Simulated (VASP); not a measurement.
Here is a VASP 6.6.1 calculation.

The input INCAR:

```
SYSTEM = BN
ALGO     = Normal         ! electronic algorithm
EDIFF    = 1E-6           ! SCF threshold, eV
EDIFFG   = -0.01          ! ionic threshold
ENCUT    = 600            ! plane-wave cutoff, eV
GGA      = PS             ! functional
IBRION   = 2              ! ionic algorithm
ISIF     = 3              ! what is computed and relaxed
ISMEAR   = -1             ! smearing method
IVDW     = 11             ! dispersion correction
LASPH    = .True.         ! aspherical terms in the spheres
LCHARG   = .False.        ! write CHGCAR
LREAL    = .False.        ! projectors in reciprocal space
LWAVE    = .False.        ! write WAVECAR
NELM     = 100            ! most SCF steps
NSW      = 60             ! ionic steps
PREC     = Accurate       ! precision mode
SIGMA    = 0.05           ! smearing width, eV
```

Contents of KPOINTS:

```
k-points
0
Gamma
  12 12 12
  0 0 0
```

Contents of POSCAR:

```
BN
1.0
    1.2511217832      0.7223354983      3.3729344033
   -1.2511217832      0.7223354983      3.3729344033
    0.0000000000     -1.4446709966      3.3729344033
N B
1 1
Direct
    0.6672382000      0.6672382000      0.6672382000
    0.0003288000      0.0003288000      0.0003288000
```

Potentials or basis: VASP PAW PBE potentials, release 64 (N, B).

Launch:

```sh
$ cat potpaw_PBE.64/N/POTCAR potpaw_PBE.64/B/POTCAR > POTCAR
$ mpirun -np 1 vasp_std > vasp.out
```

Q: Predict the band gap on the k mesh.

A: 4.02 eV, indirect (least direct gap 4.65 eV).

Q: Estimate the relaxed volume.

A: 8.62 Å³/atom.

Q: Predict the dispersion energy per atom.

A: -0.078 eV.

Q: Estimate the relaxed cell.

A: a = 3.494 Å, b = 3.494 Å, c = 3.494 Å, α = 41.96°, β = 41.96°, γ = 41.96°.

Stress tensor (GPa, compression positive):
```
 0.18  0.00  0.00
 0.00  0.18  0.00
 0.00  0.00 -0.01
```

Caveat: the PAW data sets were made with another functional, which shifts forces and pressure a little. Expect the measured gap to be larger: semilocal functionals such as PBEsol lack the derivative discontinuity.
